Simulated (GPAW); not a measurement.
Runs of GPAW 26.7.0 on MgO2. The structure is cubic, space group Pa-3 (No. 205). The conventional cell has a = 4.829 Å, b = 4.829 Å, c = 4.829 Å, α = 90.00°, β = 90.00°, γ = 90.00°. Mg (site symmetry -3) has 6 O at 2.07 Å as nearest neighbours. O (site symmetry 3) is surrounded by 1 O at 1.50 Å. The cell is a database's computed one.

| task | level | potentials or basis | cell | optimizer | fmax | max steps | target pressure | convergence | gap on the mesh (eV) | pressure (GPa) | largest force (eV/Å) |
| --- | --- | --- | --- | --- | --- | --- | --- | --- | --- | --- | --- |
| relaxation of cell and atoms | PBEsol | PAW data sets generated in the run's folder for this functional, pw | relaxed to 5 GPa | BFGS | 0.02 eV/Å | 60 | 5 GPa | density=1e-05 forces=0.0001 | 4.09 | 5.1 | 0.01 |
| relaxation of cell and atoms | PBEsol | PAW data sets generated in the run's folder for this functional, pw | relaxed to 20 GPa | BFGS | 0.02 eV/Å | 60 | 20 GPa | density=1e-05 forces=0.0001 | 4.37 | 20.1 | 0.01 |
| relaxation of cell and atoms | PBEsol | PAW data sets generated in the run's folder for this functional, pw | relaxed to 2 GPa | BFGS | 0.02 eV/Å | 60 | 2 GPa | density=1e-05 forces=0.0001 | 4.00 | 1.7 | 0.02 |
| band structure | SCAN | GPAW PAW data sets (gpaw-data 1.2.1), pw | as given | - | - | - | - | - | (b) | -0.2 | (a) |

Alike in all rows: no spin polarisation; k mesh 4 × 4 × 4; cutoff (eV) 800; smearing fermi-dirac 0.05 eV.

Q: Fill in the values left out.

A: (a) 0.13; (b) 4.67.

Caveats: later steps reuse the first step's grids (some runs); the PAW data sets were made with another functional, which shifts forces and pressure a little (some runs).

A k mesh can miss the band edges.

Runs at the PBE level aren't shown here.
